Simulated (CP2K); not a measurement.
# GaN: equation of state with PBEsol

The system is GaN.

```xyz
2
Lattice="3.1869 0.0000 0.0000 1.5935 2.7600 0.0000 1.5935 0.9200 2.6021" Properties=species:S:1:pos:R:3 pbc="T T T"
Ga    0.0000    0.0000    0.0000
N     1.5935    0.9200    0.6505
```

The cell is a database's computed one.

- Program: CP2K 2026.2
- Task: equation of state
- Functional: PBEsol
- Potentials or basis: POTENTIAL_UZH Ga GTH-PBE-q13, N GTH-PBE-q5; DZVP-MOLOPT-PBE-GTH basis
- Density cutoff: 6123 eV
- k mesh: 10 × 10 × 10
- Occupations: fermi-dirac, width 0.05 eV
- Spin: no spin polarisation

The equilibrium volume is 11.55 Å³/atom (rough: see the caveat). The bulk modulus is 188 GPa (rough).

Energy against volume, from the lowest point:
```
volume (Å³/atom)  energy (meV/atom)
          10.757              40.02
          10.986              17.84
          11.215               5.94
          11.444               0.20
          11.673               0.00
          11.902               4.76
          12.131              13.98
```

All runs of the series together: 5 min on 2 threads of Arm Neoverse V1, with other jobs on the host.

Caveat: the fit is doubtful: noisy points or a state that changes with volume; the potentials were made for another functional, which shifts forces and pressure; the basis of atomic orbitals isn't converged, which shifts pressures, moduli and gaps.
